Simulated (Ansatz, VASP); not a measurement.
Given: the input of a run of VASP 6.6.1 on C.

The input INCAR:

```
SYSTEM = C
PREC = Accurate
ENCUT = 520
EDIFF = 1E-6
ISMEAR = -1
SIGMA = 0.05
LREAL = .FALSE.
LASPH = .TRUE.
NELM = 60
ALGO = Normal
ISIF = 2
LWAVE = .FALSE.
LCHARG = .FALSE.
GGA = PS
NBANDS = 11
```

The input KPOINTS:

```
regular mesh
0
G
  13 13 13
  0 0 0
```

Contents of POSCAR:

```
C
1.0
    0.0000000000      1.7833700000      1.7833700000
    1.7833700000      0.0000000000      1.7833700000
    1.7833700000      1.7833700000      0.0000000000
C
2
Direct
    0.7500000000      0.7500000000      0.7500000000
    0.5000000000      0.5000000000      0.5000000000
```

Potentials or basis: VASP PAW PBE potentials, release 64 (C).

Run with:

```bash
$ cat potpaw_PBE.64/C/POTCAR > POTCAR
$ mpirun -np 1 vasp_std > vasp.out
```

Translate it to Ansatz 0.2.0. Potentials there: Ansatz PAW.

As run (the cutoff follows the program's own potentials):

input.yaml

```yaml
crystal:
  lattice:
    - [0.0, 1.78337, 1.78337]
    - [1.78337, 0.0, 1.78337]
    - [1.78337, 1.78337, 0.0]
  atoms:
    - { symbol: C, position: [0.75, 0.75, 0.75] }
    - { symbol: C, position: [0.5, 0.5, 0.5] }
hamiltonian:
  xc: pbesol
  pseudopotentials: { kind: paw }
kpoints:
  mp_grid: { grid: [13, 13, 13] }
scf:
  occupations: { method: fermi_dirac, width: 0.05 }
output:
  forces: true
  stress: true
  eigenvalues: true
```

Potentials or basis: Ansatz PAW.

Launch:

```sh
$ ansatz run input.yaml --threads 1 --pin off --max-ram 3584MiB --backend cpu --events-out ev --progress --plain --runs-dir out
```

Both were run:

|  | VASP | Ansatz | Ansatz less VASP |
| --- | --- | --- | --- |
| gap on the k mesh at the Fermi level (eV) | 4.01 | 4.02 | +0.006 |
| least direct gap on the mesh (eV) | 5.54 | 5.54 | +0.001 |
| pressure (GPa) | -3.8 | -4.8 | -1.05 |

The functional is the same, so the differences come from potentials, cutoffs and numerics.

Caveats: the PAW data sets were made with another functional, which shifts forces and pressure a little (VASP); an odd mesh through Γ misses points on the zone boundary, where band edges often lie (VASP); odd divisions of the mesh miss points on the zone boundary, where band edges often lie, so the gap on the mesh can be too wide (Ansatz); the pressure holds a Pulay correction of +1.0 GPa for the finite cutoff (Ansatz); the PAW data sets come from PBE, with cores solved anew for the run's functional, which leaves a small shift of forces and pressure (Ansatz).
